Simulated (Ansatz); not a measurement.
## Ti: strain energy, fitted

Ti, Im-3m, a = 3.210 Å. This isn't the element's structure at ambient conditions. Ansatz: PBEsol, PAW, 420 eV, Γ-centred 16×16×16 mesh on 2 atoms, Gaussian smearing 0.10 eV; no spin polarisation. Series: equal strain along all axes, cell held, atoms fixed by symmetry; x is the strain in per cent. y is the free energy over the unstrained cell, V0 = 16.542 Å³/atom.

| x (%) | y (meV/atom) |
| --- | --- |
| -3.0 | 50.00 |
| -2.0 | 21.57 |
| -1.0 | 5.16 |
| 0.0 | 0.00 |
| 1.0 | 5.37 |
| 2.0 | ? |
| 3.0 | 44.80 |

Problem. Fit y = c2 x² + c3 x³ to the other rows, turn c2 into a modulus, and predict the missing energy.

Solution. Least squares on the rows shown. y = 5.2610 x² − 0.094750 x³. In eV per unit strain² c2 is 52.61; the stiffness is B for this strain (E = 9/2 B V0 ε², shape held): 2 × 52.61 × 160.2 / (9 × 16.542) = 113 GPa. The unstrained cell keeps some stress along the strain, worth a slope of 0.22 meV/atom per %, which the form leaves out. At x = 2.0 the fit asked for gives 20.29 meV/atom. The run gave 20.54 meV/atom, so the fit is 0.25 meV/atom too low, within twice the rms miss on the fitted rows (0.17 meV/atom).